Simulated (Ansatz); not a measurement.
**Be3Te and its competing phases**

Level of theory: DFT PBE, scalar-relativistic, plane waves, PAW in Ansatz 0.2.0. All cells share a 420 eV cutoff and Γ-centred k meshes spaced about 0.3 Å⁻¹ or finer (0.25 for metals, 2π included). No spin polarisation.

Energies over the elements count from the elements' standard structures at the same level, with no fitted energy shifts.

All energies are static (0 K, no zero-point motion). Spin–orbit coupling, which can matter for Te, is left out. The reference form of Te is held partly by dispersion forces, which this level lacks.

The competitors are the elements and 1 reference phase of this chemical system (from databases or known types: BeTe), relaxed at the same level; other known phases may be missing.

The candidate was reached from: a cell proposed by chemical analogy.

```cif
data_structure
_symmetry_space_group_name_H-M 'P3'
_symmetry_Int_Tables_number 143
_cell_length_a 3.9067
_cell_length_b 3.9067
_cell_length_c 13.8421
_cell_angle_alpha 90.000
_cell_angle_beta 90.000
_cell_angle_gamma 120.000
_cell_volume 182.96
loop_
_atom_site_label
_atom_site_type_symbol
_atom_site_symmetry_multiplicity
_atom_site_Wyckoff_symbol
_atom_site_fract_x
_atom_site_fract_y
_atom_site_fract_z
_atom_site_occupancy
Be1 Be 1 a 0.00000 0.00000 0.00586 1
Be2 Be 3 d 0.32427 0.32372 0.86315 1
Be3 Be 3 d 0.33602 0.99863 0.73408 1
Be4 Be 1 c 0.66667 0.33333 0.49165 1
Be5 Be 1 b 0.33333 0.66667 0.25381 1
Te1 Te 1 a 0.00000 0.00000 0.55604 1
Te2 Te 1 b 0.33333 0.66667 0.07703 1
Te3 Te 1 c 0.66667 0.33333 0.31591 1
```

**Question.** Where does it stand against these competitors?

**Answer.** Not stable. Its formation energy is 0.024 eV/atom. The lowest competing mixture at this composition is this:

| phase | space group | source | share of atoms | ΔE_f (eV/atom) |
| --- | --- | --- | --- | --- |
| Be | - | element | 0.5000 | 0.000 |
| BeTe | F-43m (No. 216) | COD | 0.5000 | -0.361 |

The mixture lies at -0.180 eV/atom, and the candidate lies 0.20 eV/atom above it. The candidate matches no cell in the subsets of the Crystallography Open Database and the Materials Project at hand. A phase this far over the hull is unlikely to be made.
